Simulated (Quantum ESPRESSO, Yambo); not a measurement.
Planning a run of Yambo 5.3.0 on CdTe (F-43m). The input:

```
optics
bss
bse
em1s
dipoles
rim_cut
RandQpts= 1000000
RandGvec= 1 RL
Chimod= "HARTREE"
BSKmod= "SEX"
BSEmod= "resonant"
BSSmod= "d"
BSENGexx= 20 Ry
BSENGBlk= 4 Ry
% BSEQptR
 1 | 1 |
%
% BSEBands
 20 | 23 |
%
% BEnRange
 0 | 4 | eV
%
% BDmRange
 0.1 | 0.1 | eV
%
BEnSteps= 81
% BLongDir
 1 | 0 | 0 |
%
% BndsRnXs
 14 | 37 |
%
NGsBlkXs= 4 Ry
% LongDrXs
 1 | 1 | 1 |
%
% KfnQP_E
 0.763 | 1.0 | 1.0 |
%
WRbsWF
FFTGvecs= 42 Ry
```

```sh
OMP_NUM_THREADS=1 mpirun -n 8 yambo -F bse12.in -J bse12 -C bse12 > bse12.log
```

The stored states that it reads are on a 10×10×10 mesh. The structure is cubic, space group F-43m (No. 216). The conventional cell has a = 6.480 Å, b = 6.480 Å, c = 6.480 Å, α = 90.00°, β = 90.00°, γ = 90.00°. Nearest to Cd lie 4 Te at 2.81 Å. Te has 4 Cd at 2.81 Å nearest. Farther neighbours and most contacts between anions are not listed.

Q: How long will it take on 8 MPI ranks of Arm Neoverse V1, shared host, and how much memory?

It took 2.9 min; on shared hardware allow 86 s to 5.7 min. Peak host memory was 5.1 GiB.

The kernel grows as the square of the matrix size, and full diagonalisation as its cube.

[Paths, hosts, dates, memory and timing lines, banners, echoed tables and standing remarks are left out of the program output.]

[Logs are printed without paths, hosts, clocks, repeated set-up lines and the standing remarks that a program may print on its own settings, such as how far it seeks lower states.]

[Runs of the session that timed out or met a known fault of the program may be left out.]

[Hosts, paths, dates, database ids (printed as entryN), source tags and the programs' standing remarks are cut or masked in the printed files.]
